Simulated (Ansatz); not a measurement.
Runs of Ansatz 0.2.0 on Ag. It takes space group Fm-3m (No. 225, cubic). The conventional cell has a = 4.085 Å, b = 4.085 Å, c = 4.085 Å, α = 90.00°, β = 90.00°, γ = 90.00°. Around Ag (site symmetry m-3m) lie 12 Ag at 2.89 Å. 

```csv
task,level,potentials or basis,cutoff (eV),points for each segment of the path,gap on the mesh (eV),pressure (GPa),V0 of scaled cells (Å³/atom),B0 (GPa)
equation of state,r2SCAN+D4,Ansatz PAW,500,-,-,-,(b),108
band structure,LDA,JTH PAW LDA,1380,14,none,-7.5,-,-
equation of state,PBEsol,Ansatz PAW,420,-,-,-,16.61,(a)
band structure,RPBE,Ansatz PAW,420,14,none,8.5,-,-
```

Alike in all rows: no spin polarisation; cell as given; k mesh 11 × 11 × 11; smearing fermi-dirac 0.05 eV.

Task: Estimate the missing entries.

Result: (a) 120; (b) 16.98.

Caveats: the PAW data sets were made with another functional, which shifts forces and pressure a little (some runs); the PAW data sets come from PBE, with cores solved anew for the run's functional, which leaves a small shift of forces and pressure (some runs).

A k mesh can miss the band edges, and the runs leave out spin-orbit coupling on Ag.

A gap of «none» marks a metal or a gap under the smearing width.

The runs don't all hold the same shells in valence.

Runs at the PBE level aren't shown here.
